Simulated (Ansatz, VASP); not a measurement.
# Cross-check of Si55C53 (Si_C2) between VASP and Ansatz, part 2 of 2

One calculation is typed for both programs; each brings its own data sets. How far apart do they land? Of the first pair: The structure shown is the start of the Ansatz relaxation below; VASP solves that cell, so the two are compared at the walk's first step.

VASP 6.6.1 and Ansatz 0.2.0.

So far. Step 3 (VASP: single point, r2SCAN, start cell, pair 1): The run ends at a pressure of 1.31 GPa, with forces up to 13 eV/Å.

**4. Side by side**

Known differences besides the potentials themselves: VASP keeps PBE cores, Ansatz makes them for the functional; fixed occupations in Ansatz, narrow Gaussian smearing in VASP; the cutoff is 500 eV in Ansatz and 580 eV in VASP (PREC = Accurate, projectors in real space). Total energies have different zeros and are not compared.

Forces on 7 of the 108 atoms, those with the largest forces and the largest differences (eV/Å; atoms numbered as in POSCAR):

```
atom          Ansatz x, y, z            VASP x, y, z
Si10    -2.088, 0.255, 0.006    -2.078, 0.252, 0.005
Si26   0.389, -8.360, -3.542   0.383, -8.279, -3.509
Si32   -7.870, 4.374, -3.487   -7.779, 4.321, -3.450
Si50   10.261, 6.397, -4.437   10.148, 6.334, -4.389
Si53  -0.997, -0.752, 11.483  -0.996, -0.744, 11.359
Si55  -2.056, -1.610, -0.868  -2.015, -1.583, -0.856
 C79    -0.287, 2.053, 0.383    -0.287, 2.045, 0.381
```

The forces differ by 14 meV/Å r.m.s., which is 1.0 % of the r.m.s. force of 1.432 eV/Å (both taken over all components). The cell carries a charge of +2 e against a uniform background, so its pressure also hangs on how the neutralising background is counted, and in a defect's cell a gap may be the spacing between its levels.

**5. Ansatz: relaxation, r2SCAN**

This run makes the geometry at which the two programs are then compared.

The structure compared here is the end of the Ansatz relaxation.

Contents of input.yaml:

```yaml
crystal:
  lattice:
    - [9.23599493, 0.0, 0.0]
    - [-4.61799746, 7.99860624, 0.0]
    - [0.0, 0.0, 15.1078644]
  atoms:
    - { symbol: Si, position: [0.11111111, 0.22222222, 0.8329854] }
    - { symbol: Si, position: [0.22222222, 0.11111111, 0.3329854] }
[... 2 atom lines left out ...]
    - { symbol: Si, position: [0.0, 0.0, 0.49972248] }
[... 2 atom lines left out ...]
    - { symbol: C, position: [0.0, 0.0, 0.37436694] }
[... 5 atom lines left out ...]
    - { symbol: Si, position: [0.22222222, 0.44444444, 0.3329854] }
[... 1 atom line left out ...]
    - { symbol: Si, position: [0.11111111, 0.55555556, 0.16650102] }
    - { symbol: Si, position: [0.0, 0.33333333, 0.49972248] }
[... 2 atom lines left out ...]
    - { symbol: C, position: [0.0, 0.33333333, 0.37436694] }
[... 1 atom line left out ...]
    - { symbol: C, position: [0.22222222, 0.44444444, 0.20799668] }
[... 3 atom lines left out ...]
    - { symbol: Si, position: [0.22222222, 0.77777778, 0.3329854] }
    - { symbol: Si, position: [0.22222222, 0.77777778, 0.66650102] }
    - { symbol: Si, position: [0.11111111, 0.88888889, 0.16650102] }
    - { symbol: Si, position: [0.0, 0.66666667, 0.49972248] }
[... 2 atom lines left out ...]
    - { symbol: C, position: [0.0, 0.66666667, 0.37436694] }
    - { symbol: C, position: [0.11111111, 0.88888889, 0.70799668] }
    - { symbol: C, position: [0.22222222, 0.77777778, 0.20799668] }
    - { symbol: C, position: [0.22222222, 0.77777778, 0.54152848] }
[... 2 atom lines left out ...]
    - { symbol: Si, position: [0.55555556, 0.11111111, 0.3329854] }
[... 2 atom lines left out ...]
    - { symbol: Si, position: [0.33333333, 0.0, 0.49972248] }
[... 2 atom lines left out ...]
    - { symbol: C, position: [0.33333333, 0.0, 0.37436694] }
[... 1 atom line left out ...]
    - { symbol: C, position: [0.55555556, 0.11111111, 0.20799668] }
    - { symbol: C, position: [0.55555556, 0.11111111, 0.54152848] }
[... 2 atom lines left out ...]
    - { symbol: Si, position: [0.55555556, 0.44444444, 0.3329854] }
    - { symbol: Si, position: [0.55555556, 0.44444444, 0.66650102] }
    - { symbol: Si, position: [0.44444444, 0.55555556, 0.16650102] }
    - { symbol: Si, position: [0.33333333, 0.33333333, 0.49972248] }
[... 1 atom line left out ...]
    - { symbol: C, position: [0.33333333, 0.33333333, 0.87436694] }
[... 1 atom line left out ...]
    - { symbol: C, position: [0.44444444, 0.55555556, 0.70799668] }
[... 5 atom lines left out ...]
    - { symbol: Si, position: [0.55555556, 0.77777778, 0.66650102] }
[... 1 atom line left out ...]
    - { symbol: Si, position: [0.33333333, 0.66666667, 0.49972248] }
    - { symbol: Si, position: [0.33333333, 0.66666667, 0.99972248] }
[... 2 atom lines left out ...]
    - { symbol: C, position: [0.44444444, 0.88888889, 0.70799668] }
[... 11 atom lines left out ...]
    - { symbol: C, position: [0.77777778, 0.22222222, 0.70799668] }
[... 1 atom line left out ...]
    - { symbol: C, position: [0.88888889, 0.11111111, 0.54152848] }
    - { symbol: C, position: [0.77777778, 0.22222222, 0.04152848] }
[... 2 atom lines left out ...]
    - { symbol: Si, position: [0.88888889, 0.44444444, 0.66650102] }
[... 1 atom line left out ...]
    - { symbol: Si, position: [0.66666667, 0.33333333, 0.49972248] }
    - { symbol: Si, position: [0.66666667, 0.33333333, 0.99972248] }
[... 2 atom lines left out ...]
    - { symbol: C, position: [0.77777778, 0.55555556, 0.70799668] }
[... 1 atom line left out ...]
    - { symbol: C, position: [0.88888889, 0.44444444, 0.54152848] }
    - { symbol: C, position: [0.77777778, 0.55555556, 0.04152848] }
[... 2 atom lines left out ...]
    - { symbol: Si, position: [0.88888889, 0.77777778, 0.66650102] }
[... 1 atom line left out ...]
    - { symbol: Si, position: [0.66666667, 0.66666667, 0.49972248] }
    - { symbol: Si, position: [0.66666667, 0.66666667, 0.99972248] }
[... 3 atom lines left out ...]
    - { symbol: C, position: [0.88888889, 0.77777778, 0.20799668] }
    - { symbol: C, position: [0.88888889, 0.77777778, 0.54152848] }
    - { symbol: C, position: [0.77777778, 0.88888889, 0.04152848] }
  host:
    repeats: [3, 3, 1]
    atoms:
      - { symbol: Si, position: [0.33333333, 0.66666667, 0.8329854] }
      - { symbol: Si, position: [0.66666667, 0.33333333, 0.3329854] }
      # ... 10 more atoms of the perfect host
total_charge: 2
basis:
  ecutwfc: 500
  xc_grid: 2
hamiltonian:
  xc: r2scan
  pseudopotentials: { kind: paw, azcp: { folder: soft_1 } }
kpoints:
  mp_grid: { grid: [1, 1, 1], shift: [0.25, 0.25, 0.25] }
scf:
  occupations: { method: fixed }
  max_iter: 100
output:
  forces: true
  charged_corrections:
    epsilon: [7.09, 7.09, 7.35]
    static_epsilon: [10.43, 10.43, 10.95]
    defect_position: [0.666667, 0.666667, 0.374367]
relax:
  f_tol: 0.02
  max_steps: 80
  random_displacement: { amplitude: 0.05, seed: 249 }
checkpoint:
  write: "../qp2.relax.run"
  compress: false
  write_wavefunctions: true
  write_every: 100000
```

Run with:

```
> ansatz run input.yaml --threads 8 --pin off --max-ram 15073MiB --backend cpu --events-out ev --progress --plain --runs-dir out
```

Numbers of over 12 decimals in the logs are rounded to 6 here.

What it wrote:

```text
[...]
Crystal: 108 atoms, lattice volume = 1116.095 Å³
Basis set: ecut = 500 eV, 28399 PW (Γ), exchange–correlation on 144×144×240 points (8 copies of the dense FFT grid, shifted against one another)
Bands: 323, of which v1, the nominal top of the filled ones, is band 215 counted from 1 (214 counted from 0)
Symmetry: 1 space group operations
k-points: 1
[...]
SCF iter   1: F=—  HF=-48587.954953 eV  |F-HF|=—  |Δ(HF+E_count)|=         —  Δρ=1.32e-1  dr2=2.41e2  dr2_τ=2.65e1  ethr=3.10e-3  ⟨swp⟩=6.0  Hψ=1115  notcnv=0  defer=105
[...]
- { symbol: C, position: [0.000927039, 0.332421, 0.874574] }
    - { symbol: C, position: [-0.00154331, 0.334647, 0.374774] }
[...]
- { symbol: Si, position: [0.781021, 0.891382, 0.164283] }
    - { symbol: Si, position: [0.664992, 0.667462, 0.520957] }
    - { symbol: Si, position: [0.667405, 0.665890, 0.999312] }
[...]
- { symbol: Si, position: [0.668905, 0.664531, 0.377368] }
    - { symbol: C, position: [0.778047, 0.889208, 0.709523] }
    - { symbol: C, position: [0.894617, 0.780742, 0.202733] }
    - { symbol: C, position: [0.893667, 0.781427, 0.546602] }
    - { symbol: C, position: [0.778639, 0.888729, 0.040940] }
```

**6. VASP: single point, r2SCAN, relaxed cell, pair 2**

The same cell, functional and mesh now go to VASP, with its own data sets.

Contents of INCAR:

```
SYSTEM = Si55C53
PREC = Accurate
ENCUT = 580
EDIFF = 1E-06
NELM = 120
ISMEAR = 0
SIGMA = 0.01
LREAL = Auto
ALGO = Normal
METAGGA = R2SCAN
LASPH = .TRUE.
NELECT = 430
NBANDS = 296
LORBIT = 11
LWAVE = .FALSE.
LCHARG = .FALSE.
ISIF = 2
ISYM = 0
GGA_COMPAT = .FALSE.
EFERMI = MIDGAP
LMIXTAU = .TRUE.
NCORE = 2
```

Contents of POSCAR:

```
Si55C53
1.0
    9.2359949308     -0.0000000029      0.0000000000
   -4.6179974629      7.9986062407      0.0000000000
    0.0000000000      0.0000000000     15.1078644000
Si C
55 53
Direct
    0.1117066984      0.2216599563      0.8332012856
    0.2214692913      0.1115990945      0.3320893862
[... 2 atom lines left out ...]
    0.0003297384      0.0007788108      0.5013324600
[... 2 atom lines left out ...]
    0.2190212925      0.4423375512      0.3322844290
[... 5 atom lines left out ...]
    0.2209658851      0.7806622608      0.3316711597
[... 1 atom line left out ...]
    0.1145938651      0.8904758335      0.1618979063
    0.9993316403      0.6676989371      0.5019778791
[... 2 atom lines left out ...]
    0.5521719283      0.1118014189      0.3315913001
[... 1 atom line left out ...]
    0.4425345036      0.2183507160      0.1619083793
[... 3 atom lines left out ...]
    0.5339323970      0.4127900628      0.3239780374
    0.5538484357      0.4415533125      0.6711418021
    0.4414912051      0.5520681548      0.1642248878
    0.3320948661      0.3326774906      0.5014016199
[... 2 atom lines left out ...]
    0.5350626767      0.7975797811      0.3236895879
    0.5538069303      0.7794902410      0.6715041334
    0.4424463475      0.8904916101      0.1626233933
    0.3323432600      0.6673583763      0.5026304095
[... 2 atom lines left out ...]
    0.8909678640      0.1140279779      0.3323063702
[... 2 atom lines left out ...]
    0.6658630704      0.0005173476      0.5026673191
[... 2 atom lines left out ...]
    0.8883169076      0.4451561975      0.3323297299
[... 1 atom line left out ...]
    0.7785778980      0.5547368950      0.1647566929
    0.6655136843      0.3336372241      0.5020740227
[... 2 atom lines left out ...]
    0.9197306484      0.7986980758      0.3239928529
    0.8916438497      0.7795377061      0.6709602108
    0.7810209252      0.8913815797      0.1642831095
    0.6649921746      0.6674615136      0.5209571969
[... 1 atom line left out ...]
    0.6689047121      0.6645308027      0.3773681735
[... 1 atom line left out ...]
    0.0046483771      0.0066347636      0.3751840351
[... 5 atom lines left out ...]
    0.9984566918      0.3346471173      0.3747743438
[... 1 atom line left out ...]
    0.2216632823      0.4438845540      0.2081977028
    0.2216611187      0.4445275098      0.5416586390
[... 2 atom lines left out ...]
    0.0015263076      0.6671114651      0.3754395196
[... 11 atom lines left out ...]
    0.3265347854      0.3285997015      0.3752263505
[... 1 atom line left out ...]
    0.5523187419      0.4387302151      0.2028762654
    0.5515352570      0.4390512714      0.5467441797
[... 2 atom lines left out ...]
    0.3305898200      0.6654384028      0.3757173224
[... 1 atom line left out ...]
    0.5554807367      0.7775102039      0.2048387092
    0.5517902328      0.7811063716      0.5474165696
[... 2 atom lines left out ...]
    0.6678482746      0.0023422769      0.3758849432
[... 1 atom line left out ...]
    0.8891176251      0.1113004134      0.2082106476
    0.8886783006      0.1114582850      0.5416954001
[... 2 atom lines left out ...]
    0.6662188540      0.3321365896      0.3755244963
[... 1 atom line left out ...]
    0.8884446129      0.4445857206      0.2081952139
    0.8881117154      0.4450260482      0.5417966653
[... 3 atom lines left out ...]
    0.8946165685      0.7807423445      0.2027325258
    0.8936668179      0.7814268572      0.5466019069
    0.7786390987      0.8887290161      0.0409399506
```

Contents of KPOINTS:

```
Points of the shifted mesh
1
Reciprocal
 0.2500000000  0.2500000000  0.2500000000 1
```

Potentials, in the order of the species: Si and C (PBE family, release 64).

Run with:

```
> mpirun -np 8 vasp_std
```

What it wrote:

```text
[banner, memory and clock lines left out]
running    8 mpi-ranks, on    1 nodes
[...]
[... a notice as in an earlier step ...]

 LDA part: xc-table for (None), standard interpolation
 POSCAR, INCAR and KPOINTS ok, starting setup
[...]
entering main loop
       N       E                     dE             d eps       ncg     rms          rms(c)
DAV:   1     0.117596609736E+04    0.11760E+04   -0.21637E+05   592   0.148E+03
DAV:   2    -0.105074502171E+04   -0.22267E+04   -0.21067E+04   712   0.254E+02
DAV:   3    -0.121221888662E+04   -0.16147E+03   -0.15955E+03   728   0.623E+01
DAV:   4    -0.121585137664E+04   -0.36325E+01   -0.36166E+01   728   0.102E+01
DAV:   5    -0.121595162361E+04   -0.10025E+00   -0.10009E+00   720   0.159E+00BRMIX: very serious problems
 the old and the new charge density differ
 old charge density:   432.00000 new  430.00000
    0.674E+01
DAV:   6    -0.111687416177E+04    0.99077E+02   -0.28502E+02   688   0.231E+01    0.382E+01
DAV:   7    -0.105929552634E+04    0.57579E+02   -0.21172E+01   696   0.822E+00    0.153E+01
DAV:   8    -0.111064284261E+04   -0.51347E+02   -0.14121E+01   624   0.758E+00    0.105E+01
DAV:   9    -0.108246531697E+04    0.28178E+02   -0.40357E+00   640   0.428E+00    0.490E+00
[...]
DAV:  21    -0.105898476907E+04   -0.12094E-03   -0.71265E-05   632   0.221E-02    0.223E-02
DAV:  22    -0.105898476966E+04   -0.58528E-06   -0.10347E-05   656   0.828E-03    0.912E-03
DAV:  23    -0.105898476958E+04    0.83717E-07   -0.12631E-06   376   0.306E-03
   1 F= -.10589848E+04 E0= -.10589848E+04  d E =-.507684E-27
```

From OUTCAR (step 6):

```text
  FREE ENERGIE OF THE ION-ELECTRON SYSTEM (eV)
  ---------------------------------------------------
  free  energy   TOTEN  =     -1058.9847695751 eV

  energy  without entropy=    -1058.9847695751  energy(sigma->0) =    -1058.98476958
```

The run ends at a pressure of -0.90 GPa, with forces up to 0.035 eV/Å.

**7. Comparison**

The two programs side by side:

| quantity | Ansatz | VASP | difference |
| --- | --- | --- | --- |
| gap on the k mesh (eV) | 0.155 | 0.153 | +0.002 |

At this near-relaxed geometry the largest component of a force difference is 34 meV/Å. A gap on the mesh is an upper bound, since the band edges may lie between its points. The cell carries a charge of +2 e against a uniform background, so its pressure also hangs on how the neutralising background is counted, and in a defect's cell a gap may be the spacing between its levels.

**8. Results**

```json
{"r.m.s. force difference (single point, r2SCAN, start cell, pair 1)": "0.97 % of the r.m.s. force", "difference in gap on the k mesh (single point, r2SCAN, relaxed cell, pair 2)": "0.0020 eV"}
```

**Reading.** The r.m.s. force difference is 0.97 % of the r.m.s. force (single point, r2SCAN, start cell, pair 1), within the 3 % picked in this series as the mark of a large difference. Such differences can come from data sets, numerical settings and the points named under the comparisons, not from the functional's error against experiment.

[Lines on the potential files, build, host, timing and source positions are cut from VASP's logs without a mark.]

[Logs are printed without paths, hosts, clocks, repeated set-up lines and the standing remarks that a program may print on its own settings, such as how far it seeks lower states.]

[Hosts, paths, dates, database ids (printed as entryN), source tags and the programs' standing remarks are cut or masked in the printed files.]
